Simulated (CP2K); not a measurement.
The system is TiO2.

```
Ti O
1.0
     3.82735    0.00000    0.00000
    -0.00088    3.82735    0.00000
    -1.86197   -1.86240    4.79664
Ti O
2 4
Direct
  0.86589 0.13411 0.75000
  0.13411 0.86589 0.25000
  0.08876 0.33122 0.16715
  0.91124 0.66878 0.83285
  0.66878 0.91124 0.33285
  0.33122 0.08876 0.66715
```

The cell is a database's computed one.

Base run:

```yaml
Program: CP2K 2026.2
Functional: AM05
Potentials_or_basis: POTENTIAL_UZH Ti GTH-PBE-q12, O GTH-PBE-q6; DZVP-MOLOPT-PBE-GTH basis
Density_cutoff: 11565 eV
k_mesh: 8 × 8 × 6
Occupations: fermi-dirac, width 0.05 eV
Spin: no spin polarisation
```

Its results: band gap on the k mesh 1.99 eV, indirect (least direct gap 2.35 eV); pressure -5.2 GPa; largest force 0.211 eV/Å.

Q: The run is repeated on the same cell with these changes: functional from AM05 to OLYP. What comes out?

A: Band gap on the k mesh 2.06 eV, indirect (least direct gap 2.40 eV); pressure -0.2 GPa; largest force 0.229 eV/Å.

OLYP binds less tightly than AM05, so the same cell stands under more pressure.

Caveats: the potentials were made for another functional, which shifts forces and pressure; the basis of atomic orbitals isn't converged, which shifts pressures, moduli and gaps.

A k mesh can miss the band edges.
